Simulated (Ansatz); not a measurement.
TiC:

```xyz
2
Lattice="0.0000 2.1657 2.1657 2.1657 0.0000 2.1657 2.1657 2.1657 0.0000" Properties=species:S:1:pos:R:3 pbc="T T T"
Ti    0.0000    0.0000    0.0000
C     2.1657    2.1657    2.1657
```

The cell is a database's computed one.

```yaml
Program: Ansatz 0.2.0
Task: single point
Functional: PBEsol
Potentials_or_basis: all-electron LAPW, scalar-relativistic
Cutoff: 312 eV (chosen from the basis error)
Basis_error_allowed: 0.001 eV/atom
k_mesh: 11 × 11 × 11
Occupations: fermi-dirac, width 0.05 eV
Spin: no spin polarisation
```

On this cell: pressure -6.7 GPa; largest force zero by symmetry; band gap on the k mesh none (metal or under the smearing width).

The same run follows on a disturbed copy (atoms moved at random, drawn with an rms of 0.05 Å):

```xyz
2
Lattice="0.0000 2.1657 2.1657 2.1657 0.0000 2.1657 2.1657 2.1657 0.0000" Properties=species:S:1:pos:R:3 pbc="T T T"
Ti    0.0311   -0.0544    0.0078
C     2.2125    2.1626    2.1480
```

**Question.** What does the disturbed cell give?

**Answer.** The energy (extrapolated to zero smearing) moves by +8.3 meV/atom; pressure -6.3 GPa; largest force 0.550 eV/Å; band gap on the k mesh none (metal or under the smearing width).

Forces on the atoms (eV/Å):
```
Ti   0.147  0.473 -0.239
C   -0.147 -0.473  0.239
```

Stress tensor (GPa, compression positive):
```
-6.59 -0.13  0.07
-0.13 -5.91  0.21
 0.07  0.21 -6.46
```
